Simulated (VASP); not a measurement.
# PbSe (Clausthalite) (Fm-3m) in VASP: settings compared, part 3 of 3

VASP 6.6.1.

### Step 5. Single point, PBE

Contents of INCAR:

```
SYSTEM = PbSe
PREC     = Accurate       ! precision mode
ENCUT    = 520            ! plane-wave cutoff, eV
EDIFF    = 1E-6           ! SCF threshold, eV
ISMEAR   = 0              ! smearing method
SIGMA    = 0.01           ! smearing width, eV
LREAL    = .FALSE.        ! projectors in reciprocal space
LASPH    = .TRUE.         ! aspherical terms in the spheres
NELM     = 100            ! most SCF steps
ALGO     = Normal         ! electronic algorithm
ISIF     = 2              ! what is computed and relaxed
LWAVE    = .FALSE.        ! write WAVECAR
LCHARG   = .FALSE.        ! write CHGCAR
GGA      = PE             ! functional
NBANDS   = 17             ! bands
```

Contents of KPOINTS:

```
Automatic mesh
0
G
  8 8 8
  0 0 0
```

Contents of POSCAR:

```
PbSe
1.0
    0.0000000000      3.0696893610      3.0696893610
    3.0696893610      0.0000000000      3.0696893610
    3.0696893610      3.0696893610      0.0000000000
Pb Se
1 1
Direct
    0.0000000000      0.0000000000      0.0000000000
    0.5000000000      0.5000000000      0.5000000000
```

Potentials or basis: VASP PAW PBE potentials, release 64 (Pb_d, Se).

Started as:

```
$ cat potpaw_PBE.64/Pb_d/POTCAR potpaw_PBE.64/Se/POTCAR > POTCAR
$ mpirun -np 1 vasp_std > vasp.out
```

OUTCAR:

```text
SYSTEM = PbSe
   PREC = Accurate
   ENCUT = 520
   EDIFF = 1E-6
   ISMEAR = 0
   LREAL = .FALSE.
   LASPH = .TRUE.
   NELM = 100
   ISIF = 2
   GGA = PE

 ion  position               nearest neighbor table
   1  0.000  0.000  0.000-   2 3.07   2 3.07   2 3.07   2 3.07   2 3.07   2 3.07
   2  0.500  0.500  0.500-   1 3.07   1 3.07   1 3.07   1 3.07   1 3.07   1 3.07

  LATTYP: Found a face centered cubic cell.
 ALAT       =     6.1393787220

  Lattice vectors:

 A1 = (   0.0000000000,   3.0696893610,   3.0696893610)
 A2 = (   3.0696893610,   0.0000000000,   3.0696893610)
 A3 = (   3.0696893610,   3.0696893610,   0.0000000000)

Analysis of symmetry for initial positions (statically):
=====================================================================
 Subroutine PRICEL returns:
 Original cell was already a primitive cell.

 Routine SETGRP: Setting up the symmetry group for a
 face centered cubic supercell.

 Subroutine GETGRP returns: Found 48 space group operations
 (whereof 48 operations were pure point group operations)
 out of a pool of 48 trial point group operations.

The static configuration has the point symmetry O_h .

Analysis of symmetry for dynamics (positions and initial velocities):
=====================================================================
 Subroutine PRICEL returns:
 Original cell was already a primitive cell.

 Routine SETGRP: Setting up the symmetry group for a
 face centered cubic supercell.

 Subroutine GETGRP returns: Found 48 space group operations
 (whereof 48 operations were pure point group operations)
 out of a pool of 48 trial point group operations.

The dynamic configuration has the point symmetry O_h .

 Subroutine INISYM returns: Found 48 space group operations
 (whereof 48 operations are pure point group operations),
 and found     1 'primitive' translations

----------------------------------------------------------------------------------------

                                     Primitive cell

  volume of cell :      57.8513

  direct lattice vectors                    reciprocal lattice vectors
     0.000000000  3.069689361  3.069689361    -0.162882931  0.162882931  0.162882931
     3.069689361  0.000000000  3.069689361     0.162882931 -0.162882931  0.162882931
     3.069689361  3.069689361  0.000000000     0.162882931  0.162882931 -0.162882931

  length of vectors
     4.341196327  4.341196327  4.341196327     0.282121512  0.282121512  0.282121512

  position of ions in fractional coordinates (direct lattice)
     0.000000000  0.000000000  0.000000000
     0.500000000  0.500000000  0.500000000

  ion indices of the primitive-cell ions
   primitive index   ion index
                 1           1
                 2           2

----------------------------------------------------------------------------------------

 KPOINTS: Automatic mesh

Automatic generation of k-mesh.
 Grid dimensions read from file:
 generate k-points for:    8    8    8

 Generating k-lattice:

  Cartesian coordinates                     Fractional coordinates (reciprocal lattice)
    -0.020360366  0.020360366  0.020360366     0.125000000  0.000000000  0.000000000
     0.020360366 -0.020360366  0.020360366     0.000000000  0.125000000  0.000000000
     0.020360366  0.020360366 -0.020360366     0.000000000  0.000000000  0.125000000

  Length of vectors
     0.035265189  0.035265189  0.035265189

  Shift w.r.t. Gamma in fractional coordinates (k-lattice)
     0.000000000  0.000000000  0.000000000

 Subroutine IBZKPT returns following result:
 ===========================================

 Found     29 irreducible k-points:

 Following reciprocal coordinates:
            Coordinates               Weight
  0.000000  0.000000  0.000000      1.000000
  0.125000  0.000000  0.000000      8.000000
  0.250000  0.000000  0.000000      8.000000
  0.375000  0.000000  0.000000      8.000000
  0.500000  0.000000  0.000000      4.000000
  0.125000  0.125000  0.000000      6.000000
[... 16 lines left out ...]
  0.500000  0.250000  0.125000     48.000000
 -0.375000  0.250000  0.125000     24.000000
 [... further k-points ...]
   k-points           NKPTS =     29   k-points in BZ     NKDIM =     29   number of bands    NBANDS=     17
   number of dos      NEDOS =    301   number of ions     NIONS =      2
   total plane-waves  NPLWV =  32768
   dimension x,y,z NGX =    32 NGY =   32 NGZ =   32
   dimension x,y,z NGXF=    64 NGYF=   64 NGZF=   64
   ions per type =               1   1
   NGX,Y,Z   is equivalent  to a cutoff of  12.25, 12.25, 12.25 a.u.
   NGXF,Y,Z  is equivalent  to a cutoff of  24.51, 24.51, 24.51 a.u.
 SYSTEM =  PbSe
   PREC   = accura    normal or accurate (medium, high low for compatibility)
   ISTART =      0    job   : 0-new  1-cont  2-samecut
   ICHARG =      2    charge: 1-file 2-atom 10-const
   ISPIN  =      1    spin polarized calculation?
   LNONCOLLINEAR =      F non collinear calculations
   LSORBIT =      F    spin-orbit coupling
   LASPH  =      T    aspherical Exc in radial PAW
   ENCUT  =  520.0 eV  38.22 Ry    6.18 a.u.   8.07  8.07  8.07*2*pi/ulx,y,z
   NELM   =    100;   NELMIN=  2; NELMDL= -5     # of ELM steps
   EDIFF  = 0.1E-05   stopping-criterion for ELM
   LREAL  =      F    real-space projection
   EDIFFG = 0.1E-04   stopping-criterion for IOM
   NSW    =      0    number of steps for IOM
   IBRION =     -1    ionic relax: 0-MD 1-quasi-New 2-CG
   NFREE  =      0    steps in history (QN), initial steepest desc. (CG)
   ISIF   =      2    stress and relaxation
   ISYM   =      2    0-nonsym 1-usesym 2-fastsym
   POTIM  = 0.5000    time-step for ionic-motion
   TEBEG  =    0.0;   TEEND  =   0.0 temperature during run
   PSTRESS=    0.0 pullay stress
   NELECT =      20.0000    total number of electrons
   NUPDOWN=      -1.0000    fix difference up-down
   EMIN   =  10.00;   EMAX   =-10.00  energy-range for DOS
   EFERMI =   0.00;   METHOD = LEGACY
   ISMEAR =     0;   SIGMA  =   0.01  broadening in eV -4-tet -1-fermi 0-gaus
   EFERMI_NEDOS =   21; number of points for ismear=-14 and -15
   IALGO  =     38    algorithm
   IMIX   =      4    mixing-type and parameters
     AMIX     =   0.40;   BMIX     =  1.00
     AMIX_MAG =   1.60;   BMIX_MAG =  1.00
  volume/ion in A,a.u.               =      28.93       195.20
  Fermi-wavevector in a.u.,A,eV,Ry     =   1.148983  2.171264 17.961905  1.320163
  Thomas-Fermi vector in A             =   2.285655
   LORBIT       =      0    0 simple, 1 ext, 2 COOP (PROOUT), +10 PAW based schemes
   GGA     = PE    functional components
   LHFCALC =     F    Hartree Fock is set to
   AEXX    =    0.0000 exact exchange contribution
   IVDW    =     0    specifies the selected vdW correction
   LEPSILON=     F    determine dielectric tensor
   LRPA    =     F    only Hartree local field effects (RPA)
 non-spin polarized calculation
 Gauss-broadening in eV      SIGMA  =   0.01
  energy-cutoff  :      520.00
  volume of cell :       57.85
 maximum number of plane-waves:      1588
   NGX = 17   NGY = 17   NGZ = 17

 number of electron      19.9999997 magnetization

 Free energy of the ion-electron system (eV)
  ---------------------------------------------------
  ext. energy  EPLUGINS =         0.00000000
  ---------------------------------------------------
  free energy    TOTEN  =        -8.18536349 eV

  energy without entropy =       -8.18536349  energy(sigma->0) =       -8.18536349

 E-fermi :   5.0049     XC(G=0):  -9.4894

 val. band max:        4.9529548605   @ k =   0.5000   0.0000   0.0000
 cond. band min:       5.2736355191   @ k =   0.5000   0.0000   0.0000
 fundamental gap:      0.3206806586
 Fermi energy:         5.0048722832

 k-point     1 :       0.0000    0.0000    0.0000
  band No.  band energies     occupation
      1     -11.8626      2.00000
      2     -11.8626      2.00000
      3     -11.8626      2.00000
      4     -11.8581      2.00000
      5     -11.8581      2.00000
      6      -8.5596      2.00000
[... 9 lines left out ...]
     16      11.4951      0.00000
     17      13.1610      0.00000

 k-point     2 :       0.1250    0.0000    0.0000
  band No.  band energies     occupation
      1     -11.8629      2.00000
      2     -11.8629      2.00000
      3     -11.8621      2.00000
      4     -11.8567      2.00000
      5     -11.8567      2.00000
      6      -8.4431      2.00000
[... 9 lines left out ...]
     16      11.8348      0.00000
     17      14.2404      0.00000
[... 421 lines left out ...]
 k-point    24 :      -0.3750    0.2500    0.1250
  band No.  band energies     occupation
      1     -11.9124      2.00000
      2     -11.8701      2.00000
      3     -11.8520      2.00000
      4     -11.8426      2.00000
      5     -11.8281      2.00000
      6      -7.3275      2.00000
[... 9 lines left out ...]
     16      15.7983      0.00000
     17      15.8734      0.00000

 [... further k-points ...]
[... 5 lines left out ...]
  --------------------------------------------------------------------------------------
  -------------------------------------------------------------------------------------
  Total        0.6878387      0.6878387      0.6878387      0.0000000      0.0000000      0.0000000
  in kB       19.0495140     19.0495140     19.0495140      0.0000000      0.0000000      0.0000000
  external PRESSURE =      19.0495140 kB  Pullay stress =       0.0000000 kB

 VOLUME and BASIS-vectors are now :
 -----------------------------------------------------------------------------
  energy-cutoff  :      520.00
  volume of cell :       57.85
      direct lattice vectors                 reciprocal lattice vectors
     0.000000000  3.069689361  3.069689361    -0.162882931  0.162882931  0.162882931
     3.069689361  0.000000000  3.069689361     0.162882931 -0.162882931  0.162882931
     3.069689361  3.069689361  0.000000000     0.162882931  0.162882931 -0.162882931

 POSITION                                       TOTAL-FORCE (eV/Angst)
 -----------------------------------------------------------------------------------
      0.00000      0.00000      0.00000        -0.000000      0.000000      0.000000
      3.06969      3.06969      3.06969         0.000000      0.000000     -0.000000
 -----------------------------------------------------------------------------------
    total drift:                                0.000000     -0.000000     -0.000000

  FREE ENERGIE OF THE ION-ELECTRON SYSTEM (eV)
  ---------------------------------------------------
  free  energy   TOTEN  =        -8.1853634862 eV

  energy  without entropy=       -8.1853634862  energy(sigma->0) =       -8.18536349
```

Run time: 30 s. Hardware: 1 thread of Intel Xeon 8259CL, shared host; peak memory 0.19 GiB.

Results:

```
Free energy            : -8.1854 eV
Pressure               : 1.9 GPa
Band gap on the k mesh : 0.32 eV, direct
```

Caveat: spin-orbit coupling is left out, which moves the levels of the heavy elements.

### Step 6. Summary

| level | k mesh | gap on the mesh (eV) | pressure (GPa) |
| --- | --- | --- | --- |
| PBE | 6 × 6 × 6 | 0.32 | 1.9 |
| r2SCAN | 6 × 6 × 6 | 0.61 | 1.0 |
| PBE | 8 × 8 × 8 | 0.32 | 1.9 |

Alike in all rows: task single point; potentials or basis VASP PAW PBE potentials, release 64 (Pb_d, Se); no spin polarisation; cell as given; cutoff (eV) 520; smearing gaussian 0.01 eV.

On the cell as given the gap runs from 0.32 eV (PBE) to 0.61 eV (r2SCAN); the meshes differ, which moves gaps too. The pressure there spans 1.0 GPa (r2SCAN) to 1.9 GPa (PBE); a positive pressure means that this level wants a larger cell, a negative one a smaller.

Caveats: spin-orbit coupling is left out, which moves the levels of the heavy elements; the PAW data sets were made with another functional, which shifts forces and pressure a little (some runs).

Total energies depend on the potentials used, so only differences within one code and one set of settings carry meaning.

### Step 7. How close it comes

Step 2. Against the measured gap of PbSe, 0.28 eV (direct; 300 K; a printed reference work, monograph), the calculated 0.32 eV is off by +0.04 eV. 2 values of this kind are on record (0.15 to 0.28 eV); this one was drawn at random. Spin-orbit coupling on Pb, Se is left out. The value is that of PBE on a finite k mesh, which can miss the band edges, without temperature or zero-point motion.

Step 3. Against the measured gap of PbSe, 0.15 eV (direct; 4.2 K; a printed reference work, monograph), the calculated 0.32 eV is off by +0.17 eV. 2 values of this kind are on record (0.15 to 0.28 eV); this one was drawn at random. Spin-orbit coupling on Pb, Se is left out. The value is that of PBE on a finite k mesh, which can miss the band edges, without temperature or zero-point motion.

Step 4. Against the measured gap of PbSe, 0.28 eV (direct; 300 K; a printed reference work, monograph), the calculated 0.61 eV is off by +0.33 eV. 2 values of this kind are on record (0.15 to 0.28 eV); this one was drawn at random. Spin-orbit coupling on Pb, Se is left out. The value is that of r2SCAN on a finite k mesh, which can miss the band edges, without temperature or zero-point motion.

Step 5. A measured gap of PbSe is 0.28 eV (direct; 300 K; a printed reference work, monograph); the calculated 0.32 eV misses it by +0.04 eV. 2 values of this kind are on record (0.15 to 0.28 eV); this one was drawn at random. Spin-orbit coupling on Pb, Se is left out. The value is that of PBE on a finite k mesh, which can miss the band edges, without temperature or zero-point motion.
